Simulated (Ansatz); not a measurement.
K₂S: a workflow

**What was measured.** A cell as deposited of cubic K2S (space group Fm-3m), temperature not stated, from the Crystallography Open Database (1963), has a = 7.391 Å and 33.65 Å³/atom.

Level of theory: DFT, PBE, scalar-relativistic, no spin polarisation; plane waves to 420 eV with PAW datasets (Ansatz 0.2.0), Γ-centred 8×8×8 mesh, 0.05 eV Gaussian smearing. The datasets are Ansatz's generated set soft_2.

The chain of runs began from a cell as deposited in COD, expanded in volume.

The first cell, 1 % over the database's volume:

```yaml
crystal:
  lattice:
    - [0.00000, 3.70778, 3.70778]
    - [3.70778, 0.00000, 3.70778]
    - [3.70778, 3.70778, 0.00000]
  atoms:
    - { symbol: K, position: [0.25000, 0.25000, 0.25000] }
    - { symbol: K, position: [0.75000, 0.75000, 0.75000] }
    - { symbol: S, position: [0.00000, 0.00000, 0.00000] }
```

The first steps of the search for zero pressure:

| run | level | k-mesh | kind | V (Å³/atom) | P (GPa) | gap on the mesh (eV) |
| --- | --- | --- | --- | --- | --- | --- |
| 1 | PBE | 8×8×8 | fixed cell | 33.98 | 0.4 | 2.37 |

Task: At which volume does PBE reach zero pressure?

Result: 34.64 Å³/atom, about 1.9 % over the start.

The steps that followed:

| run | level | k-mesh | kind | V (Å³/atom) | P (GPa) | E − E(final) (meV/atom) | gap on the mesh (eV) |
| --- | --- | --- | --- | --- | --- | --- | --- |
| 2 | PBE | 8×8×8 | fixed cell | 34.12 | 0.3 | 0.5 | 2.36 |
| 3 | PBE | 8×8×8 | fixed cell | 34.64 | 0.0 | 0.0 | 2.32 |

Cell and atoms are those of this level's equilibrium.

The final structure (symmetry read at 0.01 Å). It takes space group Fm-3m (No. 225, cubic). The conventional cell has a = 7.463 Å, b = 7.463 Å, c = 7.463 Å, α = 90.00°, β = 90.00°, γ = 90.00°. K (site symmetry -43m) is surrounded by 4 S at 3.23 Å. S (site symmetry m-3m) has 8 K at 3.23 Å as nearest neighbours. (Shells end 15 % past the nearest neighbour.)

```tsv
atom	site	symmetry	x	y	z
K	8c	-43m	0.2500	0.7500	0.7500
S	4a	m-3m	0.0000	0.0000	0.0000
```

At the final geometry the gap, band path included, is 2.32 eV. The equation of state gives B0 = 18.3 GPa and B0′ = 4.4. Against the elements' standard states, run alike and uncorrected, the formation energy is -1.08 eV/atom. 

**Reading the result.**

Formal charges K⁺, S²⁻ balance and leave closed shells on every ion, so a band insulator is expected, and the gap is 2.32 eV.

Shannon's ionic radii give a check on the bond lengths: K⁺ with 4 neighbours 1.37 Å + S²⁻ 1.84 Å (six-fold value) = 3.21 Å against a computed mean of 3.23 Å. Sums and bonds agree within 3 %, so ion sizes set the bond lengths.

**Against experiment.** PBE gives 7.463 Å and 34.64 Å³/atom, +2.9 % in volume (+1.0 % in length) from the database's cell. PBE usually overestimates volumes by a few per cent. The static lattice also lacks zero-point motion and thermal expansion, roughly 2.0 to 4.9 % in volume at 300 K (room temperature assumed) by Grüneisen's rule, γ·3k_BT/(B0·V0) with γ of 1 to 2.5, so its own overestimate is larger than the figure.

Semilocal functionals underestimate band gaps, commonly by a third or more.
